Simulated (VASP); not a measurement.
# Pt (P6_3/mmc) in VASP: notebook

One crystal, Pt, is run at these levels: PBEsol; tasks: single point.

Everything below comes from runs of VASP 6.6.1. Logs are shortened: lines on timing, memory, paths and dates and some standing lists are left out, and cuts for length are marked.

## Step 1: The structure

It takes space group P6_3/mmc (No. 194, hexagonal). The conventional cell has a = 2.725 Å, b = 2.725 Å, c = 4.701 Å, α = 90.00°, β = 90.00°, γ = 120.00°. Pt (site symmetry -6m2) has 12 Pt at 2.73 to 2.83 Å as nearest neighbours.

This isn't the form of Pt at room conditions, which is fcc.

## Step 2: Single point, PBEsol

File INCAR:

```
ALGO     = Normal         # electronic algorithm
EDIFF    = 1E-7           # SCF threshold, eV
ENCUT    = 700            # plane-wave cutoff, eV
GGA      = PS             # functional
ISIF     = 2              # what is computed and relaxed
ISMEAR   = 0              # smearing method
LASPH    = True           # aspherical terms in the spheres
LCHARG   = False          # write CHGCAR
LREAL    = False          # projectors in reciprocal space
LWAVE    = False          # write WAVECAR
NBANDS   = 17             # bands
NELM     = 80             # most SCF steps
PREC     = Accurate       # precision mode
SIGMA    = 0.1            # smearing width, eV
```

File KPOINTS:

```
k-points
0
Gamma
  18 18 10
```

File POSCAR:

```
Pt
1.0
    2.7252600000      0.0000000000      0.0000000000
   -1.3626300000      2.3601500000      0.0000000000
    0.0000000000      0.0000000000      4.7007800000
Pt
2
Direct
    0.3333300000      0.6666700000      0.2500000000
    0.6666700000      0.3333300000      0.7500000000
```

Potentials or basis: VASP PAW PBE potentials, release 64 (Pt).

The run is started by

```
$ cat potpaw_PBE.64/Pt/POTCAR > POTCAR
$ mpirun -np 1 vasp_std > vasp.out
```

OUTCAR:

```text
EDIFF = 1E-7
   ENCUT = 700
   GGA = PS
   ISIF = 2
   ISMEAR = 0
   LASPH = True
   LREAL = False
   NELM = 80
   PREC = Accurate

 ion  position               nearest neighbor table
   1  0.333  0.667  0.250-   2 2.83   2 2.83   2 2.83   2 2.83   2 2.83   2 2.83
   2  0.667  0.333  0.750-   1 2.83   1 2.83   1 2.83   1 2.83   1 2.83   1 2.83

  LATTYP: Found a hexagonal cell.
 ALAT       =     2.7252600000
 C/A-ratio  =     1.7248923039

  Lattice vectors:

 A1 = (   2.7252600000,   0.0000000000,   0.0000000000)
 A2 = (  -1.3626300000,   2.3601500000,   0.0000000000)
 A3 = (   0.0000000000,   0.0000000000,   4.7007800000)

Analysis of symmetry for initial positions (statically):
=====================================================================
 Subroutine PRICEL returns:
 Original cell was already a primitive cell.

 Routine SETGRP: Setting up the symmetry group for a
 hexagonal supercell.

 Subroutine GETGRP returns: Found  8 space group operations
 (whereof  4 operations were pure point group operations)
 out of a pool of 24 trial point group operations.

The static configuration has the point symmetry C_2h.
 The point group associated with its full space group is D_2h.

Analysis of symmetry for dynamics (positions and initial velocities):
=====================================================================
 Subroutine PRICEL returns:
 Original cell was already a primitive cell.

 Routine SETGRP: Setting up the symmetry group for a
 hexagonal supercell.

 Subroutine GETGRP returns: Found  8 space group operations
 (whereof  4 operations were pure point group operations)
 out of a pool of 24 trial point group operations.

The dynamic configuration has the point symmetry C_2h.
 The point group associated with its full space group is D_2h.

 Subroutine INISYM returns: Found  8 space group operations
 (whereof  4 operations are pure point group operations),
 and found     1 'primitive' translations

----------------------------------------------------------------------------------------

                                     Primitive cell

  volume of cell :      30.2355

  direct lattice vectors                    reciprocal lattice vectors
     2.725260000  0.000000000  0.000000000     0.366937467  0.211850942  0.000000000
    -1.362630000  2.360150000  0.000000000     0.000000000  0.423701883  0.000000000
     0.000000000  0.000000000  4.700780000     0.000000000  0.000000000  0.212730653

  length of vectors
     2.725260000  2.725264857  4.700780000     0.423702638  0.423701883  0.212730653

  position of ions in fractional coordinates (direct lattice)
     0.333330000  0.666670000  0.250000000
     0.666670000  0.333330000  0.750000000

  ion indices of the primitive-cell ions
   primitive index   ion index
                 1           1
                 2           2

----------------------------------------------------------------------------------------

 KPOINTS: k-points

Automatic generation of k-mesh.
 Grid dimensions read from file:
 generate k-points for:   18   18   10

 Generating k-lattice:

  Cartesian coordinates                     Fractional coordinates (reciprocal lattice)
     0.020385415  0.011769497  0.000000000     0.055555556  0.000000000  0.000000000
     0.000000000  0.023538994  0.000000000     0.000000000  0.055555556  0.000000000
     0.000000000  0.000000000  0.021273065     0.000000000  0.000000000  0.100000000

  Length of vectors
     0.023539035  0.023538994  0.021273065

  Shift w.r.t. Gamma in fractional coordinates (k-lattice)
     0.000000000  0.000000000  0.000000000

 Subroutine IBZKPT returns following result:
 ===========================================

 Found    546 irreducible k-points:

 Following reciprocal coordinates:
            Coordinates               Weight
  0.000000  0.000000  0.000000      1.000000
  0.055556 -0.000000  0.000000      4.000000
 -0.055556  0.055556  0.000000      2.000000
  0.111111 -0.000000  0.000000      4.000000
 -0.111111  0.111111  0.000000      2.000000
  0.166667  0.000000  0.000000      4.000000
[... 16 lines left out ...]
 -0.055556  0.166667  0.000000      4.000000
 -0.166667  0.111111  0.000000      4.000000
 [... further k-points ...]
   k-points           NKPTS =    546   k-points in BZ     NKDIM =    546   number of bands    NBANDS=     17
   number of dos      NEDOS =    301   number of ions     NIONS =      2
   total plane-waves  NPLWV =  24192
   dimension x,y,z NGX =    24 NGY =   24 NGZ =   42
   dimension x,y,z NGXF=    48 NGYF=   48 NGZF=   84
   ions per type =               2
   NGX,Y,Z   is equivalent  to a cutoff of  14.64, 14.64, 14.85 a.u.
   NGXF,Y,Z  is equivalent  to a cutoff of  29.28, 29.28, 29.71 a.u.
 SYSTEM =  unknown system
   PREC   = accura    normal or accurate (medium, high low for compatibility)
   ISTART =      0    job   : 0-new  1-cont  2-samecut
   ICHARG =      2    charge: 1-file 2-atom 10-const
   ISPIN  =      1    spin polarized calculation?
   LNONCOLLINEAR =      F non collinear calculations
   LSORBIT =      F    spin-orbit coupling
   LASPH  =      T    aspherical Exc in radial PAW
   ENCUT  =  700.0 eV  51.45 Ry    7.17 a.u.   5.88  5.88 10.14*2*pi/ulx,y,z
   NELM   =     80;   NELMIN=  2; NELMDL= -5     # of ELM steps
   EDIFF  = 0.1E-06   stopping-criterion for ELM
   LREAL  =      F    real-space projection
   EDIFFG = 0.1E-05   stopping-criterion for IOM
   NSW    =      0    number of steps for IOM
   IBRION =     -1    ionic relax: 0-MD 1-quasi-New 2-CG
   NFREE  =      0    steps in history (QN), initial steepest desc. (CG)
   ISIF   =      2    stress and relaxation
   ISYM   =      2    0-nonsym 1-usesym 2-fastsym
   POTIM  = 0.5000    time-step for ionic-motion
   TEBEG  =    0.0;   TEEND  =   0.0 temperature during run
   PSTRESS=    0.0 pullay stress
   NELECT =      20.0000    total number of electrons
   NUPDOWN=      -1.0000    fix difference up-down
   EMIN   =  10.00;   EMAX   =-10.00  energy-range for DOS
   EFERMI =   0.00;   METHOD = LEGACY
   ISMEAR =     0;   SIGMA  =   0.10  broadening in eV -4-tet -1-fermi 0-gaus
   EFERMI_NEDOS =   21; number of points for ismear=-14 and -15
   IALGO  =     38    algorithm
   IMIX   =      4    mixing-type and parameters
     AMIX     =   0.40;   BMIX     =  1.00
     AMIX_MAG =   1.60;   BMIX_MAG =  1.00
  volume/ion in A,a.u.               =      15.12       102.02
  Fermi-wavevector in a.u.,A,eV,Ry     =   1.426414  2.695532 27.683198  2.034658
  Thomas-Fermi vector in A             =   2.546694
   LORBIT       =      0    0 simple, 1 ext, 2 COOP (PROOUT), +10 PAW based schemes
   GGA     = PS    functional components
   LHFCALC =     F    Hartree Fock is set to
   AEXX    =    0.0000 exact exchange contribution
   IVDW    =     0    specifies the selected vdW correction
   LEPSILON=     F    determine dielectric tensor
   LRPA    =     F    only Hartree local field effects (RPA)
 non-spin polarized calculation
 Gauss-broadening in eV      SIGMA  =   0.10
  energy-cutoff  :      700.00
  volume of cell :       30.24
 maximum number of plane-waves:      1290
   NGX = 11   NGY = 11   NGZ = 21

 number of electron      19.9999998 magnetization

 Free energy of the ion-electron system (eV)
  ---------------------------------------------------
  ext. energy  EPLUGINS =         0.00000000
  ---------------------------------------------------
  free energy    TOTEN  =       -13.80899335 eV

  energy without entropy =      -13.79011130  energy(sigma->0) =      -13.79955233

 E-fermi :  11.0194     XC(G=0): -13.6094

 val. band max:       11.0194032320   @ k =  -0.1667  -0.4444   0.1000
 cond. band min:      11.0194483133   @ k =   0.4444   0.3889   0.1000
 fundamental gap:      0.0000450813
 Fermi energy:        11.0194217657

 k-point     1 :       0.0000    0.0000    0.0000
  band No.  band energies     occupation
      1       0.7775      2.00000
      2       3.5093      2.00000
      3       6.8314      2.00000
      4       7.3446      2.00000
      5       7.3447      2.00000
      6       7.7506      2.00000
[... 9 lines left out ...]
     16      28.3082      0.00000
     17      32.4299      0.00000

 k-point     2 :       0.0556   -0.0000    0.0000
  band No.  band energies     occupation
      1       0.8941      2.00000
      2       3.6174      2.00000
      3       6.8161      2.00000
      4       7.3416      2.00000
      5       7.4356      2.00000
      6       7.6902      2.00000
[... 9 lines left out ...]
     16      28.4799      0.00000
     17      31.7219      0.00000

 k-point     3 :      -0.0556    0.0556    0.0000
  band No.  band energies     occupation
      1       0.8941      2.00000
      2       3.6174      2.00000
      3       6.8161      2.00000
      4       7.3416      2.00000
      5       7.4356      2.00000
      6       7.6902      2.00000
[... 9 lines left out ...]
     16      28.4799      0.00000
     17      31.7066      0.00000

 k-point     4 :       0.1111   -0.0000    0.0000
  band No.  band energies     occupation
      1       1.2352      2.00000
      2       3.9224      2.00000
      3       6.7125      2.00000
      4       7.3703      2.00000
      5       7.5804      2.00000
      6       7.7043      2.00000
[... 9 lines left out ...]
     16      28.7657      0.00000
     17      30.5493      0.00000

 k-point     5 :      -0.1111    0.1111    0.0000
  band No.  band energies     occupation
      1       1.2352      2.00000
      2       3.9224      2.00000
      3       6.7125      2.00000
      4       7.3703      2.00000
      5       7.5803      2.00000
      6       7.7043      2.00000
[... 9 lines left out ...]
     16      28.7656      0.00000
     17      30.5574      0.00000

 k-point     6 :       0.1667    0.0000    0.0000
  band No.  band energies     occupation
      1       1.7716      2.00000
      2       4.3490      2.00000
      3       6.5384      2.00000
      4       7.2067      2.00000
      5       7.4255      2.00000
      6       7.7846      2.00000
[... 9 lines left out ...]
     16      28.7686      0.00000
     17      29.2594      0.00000

 k-point     7 :      -0.1667    0.1667    0.0000
  band No.  band energies     occupation
      1       1.7715      2.00000
      2       4.3490      2.00000
      3       6.5384      2.00000
      4       7.2067      2.00000
      5       7.4255      2.00000
      6       7.7846      2.00000
[... 9 lines left out ...]
     16      28.7685      0.00000
     17      29.2417      0.00000

 k-point     8 :       0.2222   -0.0000    0.0000
  band No.  band energies     occupation
      1       2.4445      2.00000
      2       4.7057      2.00000
      3       6.4990      2.00000
      4       6.6872      2.00000
      5       6.9922      2.00000
      6       8.2479      2.00000
[... 9 lines left out ...]
     16      27.8243      0.00000
     17      29.4930      0.00000
[... 203 lines left out ...]
      1       4.1577      2.00000
      2       4.2578      2.00000
      3       4.9211      2.00000
      4       7.4270      2.00000
      5       7.6310      2.00000
      6       7.8833      2.00000
[... 9 lines left out ...]
     16      23.0783      0.00000
     17      24.4496      0.00000

 k-point    20 :       0.0556    0.0556    0.0000
  band No.  band energies     occupation
      1       1.1232      2.00000
      2       3.8252      2.00000
      3       6.7498      2.00000
      4       7.3744      2.00000
      5       7.5737      2.00000
      6       7.6227      2.00000
[... 9 lines left out ...]
     16      28.7112      0.00000
     17      30.7244      0.00000

 k-point    21 :      -0.0556    0.1111    0.0000
  band No.  band energies     occupation
      1       1.1232      2.00000
      2       3.8252      2.00000
      3       6.7498      2.00000
      4       7.3745      2.00000
      5       7.5737      2.00000
      6       7.6227      2.00000
[... 9 lines left out ...]
     16      28.7111      0.00000
     17      30.7258      0.00000

 k-point    22 :       0.1111    0.0556    0.0000
  band No.  band energies     occupation
      1       1.5639      2.00000
      2       4.2022      2.00000
      3       6.5760      2.00000
      4       7.3397      2.00000
      5       7.5696      2.00000
      6       7.7460      2.00000
[... 9 lines left out ...]
     16      28.3288      0.00000
     17      29.8797      0.00000

 k-point    23 :      -0.0556    0.1667    0.0000
  band No.  band energies     occupation
      1       1.5639      2.00000
      2       4.2022      2.00000
      3       6.5760      2.00000
      4       7.3396      2.00000
      5       7.5697      2.00000
      6       7.7460      2.00000
[... 9 lines left out ...]
     16      28.3289      0.00000
     17      29.8590      0.00000

 k-point    24 :      -0.1667    0.1111    0.0000
  band No.  band energies     occupation
      1       1.5639      2.00000
      2       4.2022      2.00000
      3       6.5760      2.00000
      4       7.3397      2.00000
      5       7.5696      2.00000
      6       7.7460      2.00000
[... 9 lines left out ...]
     16      28.3288      0.00000
     17      29.8653      0.00000

 [... further k-points ...]

------------------------ aborting loop because EDIFF is reached ----------------------------------------

  FORCE on cell =-STRESS in cart. coord.  units (eV):
  Direction    XX          YY          ZZ          XY          YZ          ZX
  --------------------------------------------------------------------------------------
  -------------------------------------------------------------------------------------
  Total        0.0032378      0.0032286      0.0100364     -0.0000080     -0.0000000      0.0000000
  in kB        0.1715716      0.1710819      0.5318261     -0.0004248     -0.0000000      0.0000000
  external PRESSURE =       0.2914932 kB  Pullay stress =       0.0000000 kB

 VOLUME and BASIS-vectors are now :
 -----------------------------------------------------------------------------
  energy-cutoff  :      700.00
  volume of cell :       30.24
      direct lattice vectors                 reciprocal lattice vectors
     2.725260000  0.000000000  0.000000000     0.366937467  0.211850942  0.000000000
    -1.362630000  2.360150000  0.000000000     0.000000000  0.423701883  0.000000000
     0.000000000  0.000000000  4.700780000     0.000000000  0.000000000  0.212730653

 POSITION                                       TOTAL-FORCE (eV/Angst)
 -----------------------------------------------------------------------------------
     -0.00001      1.57344      1.17519        -0.000008      0.000004     -0.000000
      1.36264      0.78671      3.52558         0.000008     -0.000004      0.000000
 -----------------------------------------------------------------------------------
    total drift:                                0.000000      0.000000      0.000000

  FREE ENERGIE OF THE ION-ELECTRON SYSTEM (eV)
  ---------------------------------------------------
  free  energy   TOTEN  =       -13.8089933548 eV

  energy  without entropy=      -13.7901112959  energy(sigma->0) =      -13.79955233
```

Wall time 4.2 min (1 thread of Intel Xeon Platinum 8488C (Sapphire Rapids), shared host); peak memory 0.46 GiB.

What came out:

| Quantity | Value |
| --- | --- |
| Free energy | -13.8090 eV |
| Pressure | 0.0 GPa |
| Band gap on the k mesh | none (metal or under the smearing width) |

Caveat: the PAW data sets were made with another functional, which shifts forces and pressure a little. Spin-orbit coupling is left out, which matters for the levels of Pt.

## Step 3: Single point, PBEsol

INCAR: that of step 2 with these lines changed.

```diff
@@ -2,3 +2,3 @@
 EDIFF    = 1E-7           # SCF threshold, eV
-ENCUT    = 700            # plane-wave cutoff, eV
+ENCUT    = 520            # plane-wave cutoff, eV
 GGA      = PS             # functional
```

File KPOINTS:

```
k-points
0
Gamma
  27 27 14
```

POSCAR is that of step 2.

Potentials or basis: VASP PAW PBE potentials, release 64 (Pt).

The run is started by

```
$ cat potpaw_PBE.64/Pt/POTCAR > POTCAR
$ mpirun -np 1 vasp_std > vasp.out
```

Run time: 7.1 min. Hardware: 1 thread of Intel Xeon Platinum 8488C (Sapphire Rapids), shared host; peak memory 0.7 GiB.

It converged, with:

```
Free energy            : -13.8088 eV
Pressure               : -0.1 GPa
Band gap on the k mesh : none (metal or under the smearing width)
```

Stress tensor (GPa, compression positive):
```
 0.10  0.00  0.00
 0.00  0.10  0.00
 0.00  0.00 -0.43
```

Levels at points of the mesh, in eV from the Fermi level:
```
           k point  band 8  band 9  band 10  band 11  band 12  band 13
(0.00, 0.00, 0.00)   -1.97   -1.97    -0.94    -0.23    -0.23     5.02
(0.00, 0.00, 0.50)   -3.67   -0.85    -0.85    -0.85    -0.85    12.31
```

Caveat: the PAW data sets were made with another functional, which shifts forces and pressure a little. The run has no spin-orbit coupling, so splittings on Pt are missing.

## Step 4: Single point, PBEsol

INCAR: that of step 3 with these lines changed.

```diff
@@ -13,2 +13,2 @@
 PREC     = Accurate       # precision mode
-SIGMA    = 0.1            # smearing width, eV
+SIGMA    = 0.5            # smearing width, eV
```

File KPOINTS:

```
k-points
0
Gamma
  18 18 10
```

POSCAR is that of step 3.

The run is started by

```
$ cat potpaw_PBE.64/Pt/POTCAR > POTCAR
$ mpirun -np 1 vasp_std > vasp.out
```

Wall time 2.5 min (1 thread of Intel Xeon Platinum 8488C (Sapphire Rapids), shared host); peak memory 0.32 GiB.

It converged, with:

```yaml
Free_energy: -14.0030 eV
Pressure: 1.3 GPa
Band_gap_on_the_k_mesh: none (metal or under the smearing width)
```

Stress tensor (GPa, compression positive):
```
 2.55  0.00  0.00
 0.00  2.55  0.00
 0.00  0.00 -1.31
```

Levels at points of the mesh, in eV from the Fermi level:
```tsv
k point	band 6	band 7	band 8	band 9	band 10	band 11	band 12	band 13	band 14	band 15
(0.00, 0.00, 0.00)	-3.30	-3.30	-2.03	-2.03	-1.00	-0.29	-0.29	4.96	14.95	15.70
(0.50, 0.00, 0.00)	-3.19	-2.92	-0.02	0.27	0.50	2.27	3.80	7.41	8.98	9.83
(0.50, 0.50, 0.00)	-3.19	-2.92	-0.02	0.27	0.50	2.27	3.80	7.41	8.98	9.83
(0.00, 0.00, 0.50)	-3.70	-3.70	-3.70	-0.91	-0.91	-0.91	-0.91	12.26	12.26	15.45
(0.50, 0.00, 0.50)	-2.02	-1.03	-1.03	0.40	0.40	1.60	1.60	6.68	6.68	14.32
(0.50, 0.50, 0.50)	-2.02	-1.03	-1.03	0.40	0.40	1.60	1.60	6.68	6.68	14.32
```

Caveat: the PAW data sets were made with another functional, which shifts forces and pressure a little. Spin-orbit coupling is left out, which matters for the levels of Pt.

## Step 5: Overview

```csv
k mesh,cutoff (eV),smearing,gap on the mesh (eV),pressure (GPa)
18 × 18 × 10,700,gaussian 0.1 eV,none,0.0
27 × 27 × 14,520,gaussian 0.1 eV,none,-0.1
18 × 18 × 10,520,gaussian 0.5 eV,none,1.3
```

Alike in all rows: task single point; level PBEsol; potentials or basis VASP PAW PBE potentials, release 64 (Pt); no spin polarisation; cell as given.

Every run on the cell as given and a fine mesh finds a metal.

Caveats: the PAW data sets were made with another functional, which shifts forces and pressure a little.

Total energies depend on the potentials used, so only differences within one code and one set of settings carry meaning.
